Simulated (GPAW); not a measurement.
# free-standing square V monolayer, spacing 2.841 A: cost and accuracy of all numerical settings together, part 2 of 2

Two starts of free-standing square V monolayer, spacing 2.841 A are run at each rung of all numerical settings together. Which rung is enough?

GPAW 26.7.0; revPBE; plane waves with GPAW's PAW setups, scalar-relativistic.

So far, largest spin moment in the augmentation sphere (μB): step 2 (rung 1 (280 eV, mesh 4×4×1), start ferro +) 2.44; step 3 (rung 1 (280 eV, mesh 4×2×1), start antiferro q=(0,1/2,0) +-) 2.65; step 4 (rung 2 (380 eV, mesh 6×6×1), start ferro +) 2.51; step 5 (rung 2 (380 eV, mesh 6×3×1), start antiferro q=(0,1/2,0) +-) 2.63; step 6 (rung 3 (500 eV, mesh 8×8×1), start ferro +) 2.41.

**7. Rung 3 (500 eV, mesh 8×4×1), start antiferro q=(0,1/2,0) +-**

Contents of order2.py:

```python
import json
import numpy as np
from ase import Atoms
from ase.parallel import paropen, parprint
from gpaw import GPAW

atoms = Atoms(['V', 'V'],
    cell=[[2.841, 0.0, 0.0],
         [0.0, 5.682, 0.0],
         [0.0, 0.0, 14.0]],
    scaled_positions=[[0.0, 0.0, 0.5],
         [0.0, 0.5, 0.5]],
    pbc=True,
    magmoms=[1.5, -1.5])
atoms.calc = GPAW(mode={'name': 'pw', 'ecut': 500},
    xc='revPBE',
    kpts={'size': (8, 4, 1), 'gamma': True},
    occupations={'name': 'marzari-vanderbilt', 'width': 0.1},
    convergence={'density': 1e-05, 'energy': 1e-05},
    maxiter=200,
    symmetry={'tolerance': 1e-4},
    txt='order2.txt')
e = atoms.get_potential_energy(force_consistent=True)
res = {'free_energy': e, 'energy_sigma0': atoms.get_potential_energy(), 'fermi_energy': atoms.calc.get_fermi_level()}
res['moments'] = atoms.get_magnetic_moments().tolist()
res['total'] = atoms.get_magnetic_moment()
parprint('site moments (muB):', np.round(res['moments'], 3))
parprint(f"total moment: {res['total']:.3f} muB")
parprint(f'free energy: {e:.6f} eV')
atoms.calc.write('order2.gpw')
with paropen('results.json', 'w') as f:
    json.dump(res, f)
```

Run with:

```console
$ OMP_NUM_THREADS=1 python3 order2.py > order2.log
```

Numbers of over 12 decimals in the logs are rounded to 6 here.

The program printed:

```text
site moments (muB): [ 2.605 -2.605]
total moment: -0.000 muB
free energy: -11.083794 eV

--- order2.txt ---
Input parameters:
  mode=PW(ecut=500),
  convergence={'density': 1e-05, 'energy': 1e-05},
  kpts=MonkhorstPack(size=(8, 4, 1), gamma=True),
  maxiter=200,
  occupations=Occupations(name='marzari-vanderbilt', width=0.1),
  symmetry=Symmetry(tolerance=0.0001),
  xc=XC(name='revPBE')

Diagonalizing LCAO Hamiltonian
[...]
|          6 |       -38.177 |     1.000 |       -38.177 |     1.000 |
|          7 |       -38.058 |     1.000 |       -38.058 |     1.000 |
[...]
|         16 |        -1.090 |     0.000 |        -1.090 |     0.000 |
|         17 |        -0.224 |     0.000 |        -0.224 |     0.000 |
|         18 |         0.540 |     0.000 |         0.540 |     0.000 |
|         19 |         1.037 |     0.000 |         1.037 |     0.000 |

No gap
No difference between direct/indirect transitions


[key lines of the parts left out:]
Free energy:     -11.083794
Converged in 17 steps
dipole moment: (-13.371472, -13.371472, 0.000000)  # |e|*Ang
Fermi level: -2.182
```

Run time: 41 s. Hardware: 1 MPI rank of Intel Xeon 6975P-C (Granite Rapids), shared host; peak memory 0.28 GiB.

This step gave:

```yaml
magnetization: 0 μB
final_state: antiferromagnetic
largest_moment: 2.605 μB
```

This start lies -44.4 meV a seeded atom from the first, a change of +44.3 meV since rung 2; its largest moment is 2.61 μB.

**8. Rung 4 (700 eV, mesh 12×12×1), start ferro +**

Contents of order1.py:

```python
import json
import numpy as np
from ase import Atoms
from ase.parallel import paropen, parprint
from gpaw import GPAW

atoms = Atoms(['V'],
    cell=[[2.841, 0.0, 0.0],
         [0.0, 2.841, 0.0],
         [0.0, 0.0, 14.0]],
    scaled_positions=[[0.0, 0.0, 0.5]],
    pbc=True,
    magmoms=[1.5])
atoms.calc = GPAW(mode={'name': 'pw', 'ecut': 700},
    xc='revPBE',
    kpts={'size': (12, 12, 1), 'gamma': True},
    occupations={'name': 'marzari-vanderbilt', 'width': 0.05},
    convergence={'density': 1e-05, 'energy': 1e-05},
    maxiter=200,
    symmetry={'tolerance': 1e-4},
    txt='order1.txt')
e = atoms.get_potential_energy(force_consistent=True)
res = {'free_energy': e, 'energy_sigma0': atoms.get_potential_energy(), 'fermi_energy': atoms.calc.get_fermi_level()}
res['moments'] = atoms.get_magnetic_moments().tolist()
res['total'] = atoms.get_magnetic_moment()
parprint('site moments (muB):', np.round(res['moments'], 3))
parprint(f"total moment: {res['total']:.3f} muB")
parprint(f'free energy: {e:.6f} eV')
atoms.calc.write('order1.gpw')
with paropen('results.json', 'w') as f:
    json.dump(res, f)
```

Run with:

```console
$ OMP_NUM_THREADS=1 python3 order1.py > order1.log
```

The program printed:

```text
site moments (muB): [2.413]
total moment: 3.182 muB
free energy: -5.474779 eV

--- order1.txt ---
Input parameters:
  mode=PW(ecut=700),
  convergence={'density': 1e-05, 'energy': 1e-05},
  kpts=MonkhorstPack(size=(12, 12, 1), gamma=True),
  maxiter=200,
  occupations=Occupations(name='marzari-vanderbilt', width=0.05),
  symmetry=Symmetry(tolerance=0.0001),
  xc=XC(name='revPBE')

Diagonalizing LCAO Hamiltonian
[...]
|          3 |       -41.109 |     1.000 |       -38.503 |     1.000 |
|          4 |        -6.591 |     1.000 |        -5.360 |     1.000 |
[...]
|          9 |        -1.754 |     0.000 |         0.717 |     0.000 |
|         10 |        -0.929 |     0.000 |         0.717 |     0.000 |
|         11 |         1.316 |     0.000 |         1.755 |     0.000 |
|         12 |         2.280 |     0.000 |         2.767 |     0.000 |

No gap
No difference between direct/indirect transitions


[key lines of the parts left out:]
Free energy:      -5.474779
Converged in 16 steps
dipole moment: (-6.710661, -6.710661, 0.000000)  # |e|*Ang
Fermi level: -2.284
```

Elapsed: 39 s, on 1 MPI rank; peak memory 0.28 GiB.

Read from the output:

- magnetization: 3.182 μB
- final state: ferromagnetic
- largest moment: 2.413 μB

The largest moment is that of rung 3, at 3.2 times its CPU time.

**9. Rung 4 (700 eV, mesh 12×6×1), start antiferro q=(0,1/2,0) +-**

order2.py is the script of step 7 with these lines changed:

```diff
@@ -14,6 +14,6 @@
     magmoms=[1.5, -1.5])
-atoms.calc = GPAW(mode={'name': 'pw', 'ecut': 500},
+atoms.calc = GPAW(mode={'name': 'pw', 'ecut': 700},
     xc='revPBE',
-    kpts={'size': (8, 4, 1), 'gamma': True},
-    occupations={'name': 'marzari-vanderbilt', 'width': 0.1},
+    kpts={'size': (12, 6, 1), 'gamma': True},
+    occupations={'name': 'marzari-vanderbilt', 'width': 0.05},
     convergence={'density': 1e-05, 'energy': 1e-05},
```

Run with:

```console
$ OMP_NUM_THREADS=1 python3 order2.py > order2.log
```

The program printed:

```text
site moments (muB): [ 2.641 -2.641]
total moment: -0.000 muB
free energy: -11.139708 eV

--- order2.txt ---
Input parameters:
  mode=PW(ecut=700),
  convergence={'density': 1e-05, 'energy': 1e-05},
  kpts=MonkhorstPack(size=(12, 6, 1), gamma=True),
  maxiter=200,
  occupations=Occupations(name='marzari-vanderbilt', width=0.05),
  symmetry=Symmetry(tolerance=0.0001),
  xc=XC(name='revPBE')

[...]
|          6 |       -38.139 |     1.000 |       -38.139 |     1.000 |
|          7 |       -38.023 |     1.000 |       -38.023 |     1.000 |
[...]
|         16 |        -1.098 |     0.000 |        -1.098 |     0.000 |
|         17 |        -0.221 |     0.000 |        -0.221 |     0.000 |
|         18 |         0.559 |     0.000 |         0.559 |     0.000 |
|         19 |         1.112 |     0.000 |         1.112 |     0.000 |

No gap
No difference between direct/indirect transitions


[key lines of the parts left out:]
Free energy:     -11.139708
Converged in 18 steps
dipole moment: (-13.360430, -13.360431, 0.000000)  # |e|*Ang
Fermi level: -2.168
```

Wall time 2.3 min (1 MPI rank); peak memory 0.5 GiB.

Read from the output:

| Item | Value |
| --- | --- |
| magnetization | 0 μB |
| final state | antiferromagnetic |
| largest moment | 2.641 μB |

This start lies -95.1 meV a seeded atom from the first, a change of -50.7 meV since rung 3; its largest moment is 2.64 μB.

**10. Side by side**

Ladder, by row:

```tsv
rung	cutoff (eV)	mesh	smearing (eV)	state from the first start	state from the second start	second less first (meV a seeded atom)	moment, first (μB)	moment, second (μB)	CPU time (s)
1	280	4x4x1	0.2	ferromagnetic	antiferromagnetic	-119.6	2.439	2.646	14.39
2	380	6x6x1	0.15	ferromagnetic	antiferromagnetic	-88.69	2.511	2.631	57.12
3	500	8x8x1	0.1	ferromagnetic	antiferromagnetic	-44.35	2.41	2.605	52.73
4	700	12x12x1	0.05	ferromagnetic	antiferromagnetic	-95.08	2.413	2.641	175.7
```

**11. Results**

```yaml
range_of_the_moment_in_the_table_second_start: 2.61 to 2.65 μB
range_of_cpu_time: 14 s to 2.9 min
range_of_the_energy_difference: -120 to -44.4 meV a seeded atom
```

In words: Only the last rung can serve as the reference, and the rung before it is still 51 meV away, so convergence is not shown. The second start ends lower on every rung of the table; whether functional and cell give the true order is another question. The largest step comes last, so convergence is not shown. The smearing is not Fermi–Dirac, so its width is no temperature.

[Logs and program files are shortened in this print: banners, set-up blocks, solver, clock and traceback lines can be left out without a mark of their own.]

[Logs are printed without paths, hosts, clocks, repeated set-up lines and the standing remarks that a program may print on its own settings, such as how far it seeks lower states.]

[Hosts, paths, dates, database ids (printed as entryN), source tags and the programs' standing remarks are cut or masked in the printed files.]

[Where a cell is said to come from a database of computed structures, the database is the Materials Project.]
